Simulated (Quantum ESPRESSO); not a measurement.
# 2H-WS2, 1 layer, rectangular cell: a series in strain along the second axis, part 6 of 7

Aim: how the results for 2H-WS2, 1 layer, rectangular cell change with strain along the second axis.

Quantum ESPRESSO 7.5; plane-wave DFT, PBE, GBRV ultrasoft pseudopotentials.

So far. Step 6 (Bands along a path, -4 %): Along this path the valence top lies between Γ and X and the conduction bottom between S and Y. Step 7 (Relaxing the ions, -3 %): The relaxation lowers the energy by 2 meV an atom.

### 9. Relaxing the ions, 3 %

File m7.relax.in:

```
&control
  prefix = 'm7.relax'
  outdir = './out'
  pseudo_dir = './pseudo'
  nstep = 40
  forc_conv_thr = 0.0003
  calculation = 'relax'
  tstress = .true.
/
&system
  ibrav = 0
  nat = 6
  ntyp = 2
  ecutwfc = 50
  ecutrho = 250
  occupations = 'smearing'
  smearing = 'fd'
  degauss = 0.002
/
&electrons
  conv_thr = 1e-09
  mixing_beta = 0.4
  electron_maxstep = 120
  mixing_mode = 'plain'
/
&ions
/
ATOMIC_SPECIES
  S   32.0600  s_pbe_v1.4.uspp.F.UPF
  W   183.8400  w_pbe_v1.2.uspp.F.UPF
CELL_PARAMETERS angstrom
  3.18620864300000 0.00000000000000 0.00000000000000
  0.00000000000000 5.68433039419000 0.00000000000000
  0.00000000000000 0.00000000000000 18.47562023200000
ATOMIC_POSITIONS crystal
  S   0.999999999900 0.333332935400 0.414858813600
  S   0.500000000000 0.833332916800 0.414858819500
  W   0.000000000000 0.000000826800 0.500000000000
  W   0.500000000000 0.500000802000 0.500000000000
  S   0.999999999900 0.333332935400 0.585141186400
  S   0.500000000000 0.833332916800 0.585141180500
K_POINTS automatic
  10 6 1 0 0 0
```

Launch:

```bash
$ OMP_NUM_THREADS=1 mpirun -n 4 pw.x -nk 4 -in m7.relax.in > m7.relax.out
```

What it wrote:

```text
[banner, memory and clock lines left out]
Program PWSCF v.7.5 starts
[...]
Message from routine setup:
[...]
number of electrons       =        52.00
     number of Kohn-Sham states=           31
     kinetic-energy cutoff     =      50.0000  Ry
     charge density cutoff     =     250.0000  Ry
[...]
number of k points=    24  Fermi-Dirac smearing, width (Ry)=  0.0020
[...]
Dense  grid:   150599 G-vectors     FFT dimensions: (  32,  60, 180)
[...]
negative rho (up, down):  1.279E-01 0.000E+00
     Starting wfcs are   42 randomized atomic wfcs
[...]
negative rho (up, down):  1.305E-01 0.000E+00
[...]
estimated scf accuracy    <       0.21841494 Ry
[...]
negative rho (up, down):  1.327E-01 0.000E+00
[...]
estimated scf accuracy    <       0.07601701 Ry
[...]
negative rho (up, down):  1.346E-01 0.000E+00
[...]
estimated scf accuracy    <       0.01555051 Ry
[...]
negative rho (up, down):  1.364E-01 0.000E+00
[...]
estimated scf accuracy    <       0.00244578 Ry
[...]
negative rho (up, down):  1.365E-01 0.000E+00
[...]
estimated scf accuracy    <       0.00123872 Ry
[...]
negative rho (up, down):  1.366E-01 0.000E+00
[...]
estimated scf accuracy    <       0.00025171 Ry
[...]
negative rho (up, down):  1.365E-01 0.000E+00
[...]
estimated scf accuracy    <       0.00014997 Ry
[...]
negative rho (up, down):  1.364E-01 0.000E+00
[...]
estimated scf accuracy    <       0.00000650 Ry
[...]
negative rho (up, down):  1.363E-01 0.000E+00
[...]
estimated scf accuracy    <       0.00000258 Ry
[...]
negative rho (up, down):  1.362E-01 0.000E+00
[...]
estimated scf accuracy    <       0.00000123 Ry
[...]
negative rho (up, down):  1.362E-01 0.000E+00
[...]
estimated scf accuracy    <       0.00000002 Ry
[...]
negative rho (up, down):  1.362E-01 0.000E+00
[...]
estimated scf accuracy    <       0.00000002 Ry
[...]
negative rho (up, down):  1.362E-01 0.000E+00
[...]
the Fermi energy is     0.7432 ev
!    total energy              =    -415.03481799 Ry
     estimated scf accuracy    <          2.2E-10 Ry
     smearing contrib. (-TS)   =      -0.00000000 Ry
     internal energy E=F+TS    =    -415.03481799 Ry
[...]
one-electron contribution =   -1911.26758132 Ry
     hartree contribution      =     955.38476441 Ry
     xc contribution           =    -116.19704860 Ry
     ewald contribution        =     657.04504752 Ry
     convergence has been achieved in  13 iterations
     negative rho (up, down):  1.362E-01 0.000E+00
[...]
Total force =     0.026297     Total SCF correction =     0.000041
[...]
negative rho (up, down):  1.362E-01 0.000E+00
[...]
negative rho (up, down):  1.361E-01 0.000E+00
[...]
negative rho (up, down):  1.362E-01 0.000E+00
[...]
estimated scf accuracy    <       0.00003566 Ry
[...]
negative rho (up, down):  1.361E-01 0.000E+00
[...]
estimated scf accuracy    <       0.00002692 Ry
[...]
negative rho (up, down):  1.361E-01 0.000E+00
[...]
estimated scf accuracy    <       0.00000196 Ry
[...]
negative rho (up, down):  1.361E-01 0.000E+00
[...]
estimated scf accuracy    <       0.00000257 Ry
[...]
negative rho (up, down):  1.361E-01 0.000E+00
[...]
estimated scf accuracy    <       0.00000012 Ry
[...]
negative rho (up, down):  1.361E-01 0.000E+00
[...]
estimated scf accuracy    <       0.00000015 Ry
[...]
negative rho (up, down):  1.361E-01 0.000E+00
[...]
estimated scf accuracy    <       0.00000004 Ry
[...]
negative rho (up, down):  1.361E-01 0.000E+00
[...]
the Fermi energy is     0.4463 ev
!    total energy              =    -415.03537228 Ry
     estimated scf accuracy    <          3.7E-10 Ry
     smearing contrib. (-TS)   =      -0.00000000 Ry
     internal energy E=F+TS    =    -415.03537228 Ry
[...]
one-electron contribution =   -1914.49232110 Ry
     hartree contribution      =     956.98831978 Ry
     xc contribution           =    -116.21749402 Ry
     ewald contribution        =     658.68612307 Ry
     convergence has been achieved in   8 iterations
     negative rho (up, down):  1.361E-01 0.000E+00
[...]
Total force =     0.015863     Total SCF correction =     0.000047
[...]
negative rho (up, down):  1.361E-01 0.000E+00
[...]
negative rho (up, down):  1.360E-01 0.000E+00
[...]
negative rho (up, down):  1.360E-01 0.000E+00
[...]
estimated scf accuracy    <       0.00004353 Ry
[...]
negative rho (up, down):  1.360E-01 0.000E+00
[...]
estimated scf accuracy    <       0.00003352 Ry
[...]
negative rho (up, down):  1.360E-01 0.000E+00
[...]
estimated scf accuracy    <       0.00000231 Ry
[...]
negative rho (up, down):  1.360E-01 0.000E+00
[...]
estimated scf accuracy    <       0.00000365 Ry
[...]
negative rho (up, down):  1.360E-01 0.000E+00
[...]
estimated scf accuracy    <       0.00000017 Ry
[...]
negative rho (up, down):  1.360E-01 0.000E+00
[...]
estimated scf accuracy    <       0.00000016 Ry
[...]
negative rho (up, down):  1.360E-01 0.000E+00
[...]
estimated scf accuracy    <       0.00000004 Ry
[...]
negative rho (up, down):  1.360E-01 0.000E+00
[...]
estimated scf accuracy    <          9.8E-10 Ry
[...]
negative rho (up, down):  1.360E-01 0.000E+00
[...]
estimated scf accuracy    <          2.3E-09 Ry
[...]
negative rho (up, down):  1.360E-01 0.000E+00
[...]
estimated scf accuracy    <          1.4E-10 Ry
[...]
negative rho (up, down):  1.360E-01 0.000E+00
[...]
the Fermi energy is     0.4680 ev
!    total energy              =    -415.03566264 Ry
     estimated scf accuracy    <          3.0E-12 Ry
     smearing contrib. (-TS)   =      -0.00000000 Ry
     internal energy E=F+TS    =    -415.03566264 Ry
[...]
one-electron contribution =   -1918.08633682 Ry
     hartree contribution      =     958.77577415 Ry
     xc contribution           =    -116.24055045 Ry
     ewald contribution        =     660.51545049 Ry
     convergence has been achieved in  11 iterations
     negative rho (up, down):  1.360E-01 0.000E+00
[...]
Total force =     0.004749     Total SCF correction =     0.000004
[...]
negative rho (up, down):  1.360E-01 0.000E+00
[...]
negative rho (up, down):  1.359E-01 0.000E+00
[...]
negative rho (up, down):  1.359E-01 0.000E+00
[...]
estimated scf accuracy    <       0.00000746 Ry
[...]
negative rho (up, down):  1.359E-01 0.000E+00
[...]
estimated scf accuracy    <       0.00000521 Ry
[...]
negative rho (up, down):  1.359E-01 0.000E+00
[...]
estimated scf accuracy    <       0.00000038 Ry
[...]
negative rho (up, down):  1.359E-01 0.000E+00
[...]
estimated scf accuracy    <       0.00000047 Ry
[...]
negative rho (up, down):  1.359E-01 0.000E+00
[...]
estimated scf accuracy    <          8.8E-09 Ry
[...]
negative rho (up, down):  1.359E-01 0.000E+00
[...]
estimated scf accuracy    <       0.00000003 Ry
[...]
negative rho (up, down):  1.359E-01 0.000E+00
[...]
estimated scf accuracy    <          6.8E-09 Ry
[...]
negative rho (up, down):  1.359E-01 0.000E+00
[...]
estimated scf accuracy    <          6.2E-10 Ry
[...]
negative rho (up, down):  1.359E-01 0.000E+00
[...]
estimated scf accuracy    <          4.6E-10 Ry
[...]
negative rho (up, down):  1.359E-01 0.000E+00
[...]
estimated scf accuracy    <          1.1E-10 Ry
[...]
negative rho (up, down):  1.359E-01 0.000E+00
[...]
the Fermi energy is     0.4754 ev
!    total energy              =    -415.03569069 Ry
     estimated scf accuracy    <          4.3E-12 Ry
     smearing contrib. (-TS)   =      -0.00000000 Ry
     internal energy E=F+TS    =    -415.03569069 Ry
[...]
one-electron contribution =   -1919.63846435 Ry
     hartree contribution      =     959.54757037 Ry
     xc contribution           =    -116.25061261 Ry
     ewald contribution        =     661.30581589 Ry
     convergence has been achieved in  11 iterations
     negative rho (up, down):  1.359E-01 0.000E+00
[...]
Total force =     0.000760     Total SCF correction =     0.000003
[...]
negative rho (up, down):  1.359E-01 0.000E+00
[...]
negative rho (up, down):  1.360E-01 0.000E+00
[...]
negative rho (up, down):  1.360E-01 0.000E+00
[...]
estimated scf accuracy    <       0.00000002 Ry
[...]
negative rho (up, down):  1.360E-01 0.000E+00
[...]
estimated scf accuracy    <          6.0E-09 Ry
[...]
negative rho (up, down):  1.360E-01 0.000E+00
[...]
estimated scf accuracy    <          2.2E-09 Ry
[...]
negative rho (up, down):  1.360E-01 0.000E+00
[...]
estimated scf accuracy    <          2.3E-10 Ry
[...]
negative rho (up, down):  1.360E-01 0.000E+00
[...]
estimated scf accuracy    <          2.5E-10 Ry
[...]
negative rho (up, down):  1.360E-01 0.000E+00
[...]
estimated scf accuracy    <          3.4E-11 Ry
[...]
negative rho (up, down):  1.360E-01 0.000E+00
[...]
the Fermi energy is     0.4748 ev
!    total energy              =    -415.03569109 Ry
     estimated scf accuracy    <          6.0E-12 Ry
     smearing contrib. (-TS)   =      -0.00000000 Ry
     internal energy E=F+TS    =    -415.03569109 Ry
[...]
one-electron contribution =   -1919.66805092 Ry
     hartree contribution      =     959.56233409 Ry
     xc contribution           =    -116.25082846 Ry
     ewald contribution        =     661.32085419 Ry
     convergence has been achieved in   7 iterations
     negative rho (up, down):  1.360E-01 0.000E+00
[...]
Total force =     0.000308     Total SCF correction =     0.000006
[...]
negative rho (up, down):  1.360E-01 0.000E+00
[...]
```

Elapsed: 6.5 min, on 4 MPI ranks of Arm Neoverse V1, shared host; peak memory 1.7 GiB; 26 min of CPU time.

Step by step:

```
step  energy less that of the first step (eV)  largest force (eV/Å)
   1                                   0.0000                0.3213
   2                                  -0.0075                0.1981
   3                                  -0.0115                0.0610
   4                                  -0.0119                0.0111
   5                                  -0.0119                0.0045
```

The atoms that moved most (Å):

```
atom     dx      dy      dz  length
  S2  0.000  -0.003   0.017   0.017
  S6  0.000  -0.003  -0.017   0.017
  S5  0.000  -0.003  -0.017   0.017
  S1  0.000  -0.003   0.017   0.017
  W3  0.000   0.006   0.000   0.006
  W4  0.000   0.006   0.000   0.006
```

The relaxed structure:

```xyz
6
Lattice="3.1862 0.0000 0.0000 0.0000 5.6843 0.0000 0.0000 0.0000 18.4756" Properties=species:S:1:pos:R:3
S     3.1862    1.8918    7.6815
S     1.5931    4.7340    7.6815
W     0.0000    0.0059    9.2378
W     1.5931    2.8481    9.2378
S     3.1862    1.8918   10.7941
S     1.5931    4.7340   10.7941
```

The relaxation lowers the energy by 2 meV an atom.

Numbers from this step:

| Item | Value |
| --- | --- |
| free energy | -5646.8482 eV |
| Fermi energy | 0.4748 eV |

### 10. SCF with pw.x, 3 %

File m7.scf.in:

```
&control
  prefix = 'm7.scf'
  outdir = './out'
  pseudo_dir = './pseudo'
  calculation = 'scf'
  tprnfor = .true.
/
&system
  ibrav = 0
  nat = 6
  ntyp = 2
  ecutwfc = 40
  ecutrho = 200
  occupations = 'smearing'
  smearing = 'fd'
  degauss = 0.002
  nbnd = 30
/
&electrons
  conv_thr = 1e-09
  mixing_beta = 0.4
  electron_maxstep = 120
  mixing_mode = 'plain'
/
ATOMIC_SPECIES
  S   32.0600  s_pbe_v1.4.uspp.F.UPF
  W   183.8400  w_pbe_v1.2.uspp.F.UPF
CELL_PARAMETERS angstrom
  3.18620864300000 0.00000000000000 0.00000000000000
  0.00000000000000 5.68433039419000 0.00000000000000
  0.00000000000000 0.00000000000000 18.47562023200000
ATOMIC_POSITIONS crystal
  S   0.999999999900 0.332813023800 0.415765134600
  S   0.500000000000 0.832812927500 0.415765241000
  W   0.000000000000 0.001040923800 0.500000000000
  W   0.500000000000 0.501040506800 0.500000000000
  S   0.999999999900 0.332813023800 0.584234865400
  S   0.500000000000 0.832812927500 0.584234759000
K_POINTS automatic
  10 6 1 0 0 0
```

Launch:

```bash
$ OMP_NUM_THREADS=1 mpirun -n 4 pw.x -nk 4 -in m7.scf.in > m7.scf.out
```

What it wrote:

```text
[banner, memory and clock lines left out]
Program PWSCF v.7.5 starts
[...]
Message from routine setup:
[...]
number of electrons       =        52.00
     number of Kohn-Sham states=           30
     kinetic-energy cutoff     =      40.0000  Ry
     charge density cutoff     =     200.0000  Ry
[...]
number of k points=    24  Fermi-Dirac smearing, width (Ry)=  0.0020
[...]
Dense  grid:   107979 G-vectors     FFT dimensions: (  27,  50, 160)
[...]
negative rho (up, down):  1.325E-01 0.000E+00
     Starting wfcs are   42 randomized atomic wfcs
[...]
negative rho (up, down):  1.341E-01 0.000E+00
[...]
estimated scf accuracy    <       0.21924946 Ry
[...]
negative rho (up, down):  1.359E-01 0.000E+00
[...]
estimated scf accuracy    <       0.06411214 Ry
[...]
negative rho (up, down):  1.373E-01 0.000E+00
[...]
estimated scf accuracy    <       0.01252925 Ry
[...]
negative rho (up, down):  1.386E-01 0.000E+00
[...]
estimated scf accuracy    <       0.00231542 Ry
[...]
negative rho (up, down):  1.388E-01 0.000E+00
[...]
estimated scf accuracy    <       0.00129799 Ry
[...]
negative rho (up, down):  1.388E-01 0.000E+00
[...]
estimated scf accuracy    <       0.00007707 Ry
[...]
negative rho (up, down):  1.387E-01 0.000E+00
[...]
estimated scf accuracy    <       0.00010088 Ry
[...]
negative rho (up, down):  1.387E-01 0.000E+00
[...]
estimated scf accuracy    <       0.00001472 Ry
[...]
negative rho (up, down):  1.386E-01 0.000E+00
[...]
estimated scf accuracy    <       0.00000118 Ry
[...]
negative rho (up, down):  1.386E-01 0.000E+00
[...]
estimated scf accuracy    <       0.00000067 Ry
[...]
negative rho (up, down):  1.385E-01 0.000E+00
[...]
estimated scf accuracy    <       0.00000004 Ry
[...]
negative rho (up, down):  1.385E-01 0.000E+00
[...]
estimated scf accuracy    <       0.00000002 Ry
[...]
negative rho (up, down):  1.385E-01 0.000E+00
[...]
the Fermi energy is     0.4151 ev
!    total energy              =    -415.02519727 Ry
     estimated scf accuracy    <          3.6E-10 Ry
     smearing contrib. (-TS)   =      -0.00000000 Ry
     internal energy E=F+TS    =    -415.02519727 Ry
[...]
one-electron contribution =   -1919.63350284 Ry
     hartree contribution      =     959.53964778 Ry
     xc contribution           =    -116.25219656 Ry
     ewald contribution        =     661.32085436 Ry
     convergence has been achieved in  13 iterations
     negative rho (up, down):  1.385E-01 0.000E+00
[...]
Total force =     0.000383     Total SCF correction =     0.000038
[...]
```

It took 62 s on 4 MPI ranks; peak memory 1.2 GiB.

Numbers from this step:

* free energy: -5646.7055 eV
* Fermi energy: 0.4151 eV
* valence top, on the run's zero: -0.2666 eV
* conduction bottom, on the run's zero: 1.249 eV
* gap by band count: 1.515 eV

(Continued in part 7 of 7.)

[Logs are printed without paths, hosts, clocks, repeated set-up lines and the standing remarks that a program may print on its own settings, such as how far it seeks lower states.]

[Hosts, paths, dates, database ids (printed as entryN), source tags and the programs' standing remarks are cut or masked in the printed files.]

[Maps of the electrostatic potential energy from Ansatz leave out the sawtooth potential of an applied field or a dipole correction, so their vacuum need not be flat; planar profiles and work functions include it.]
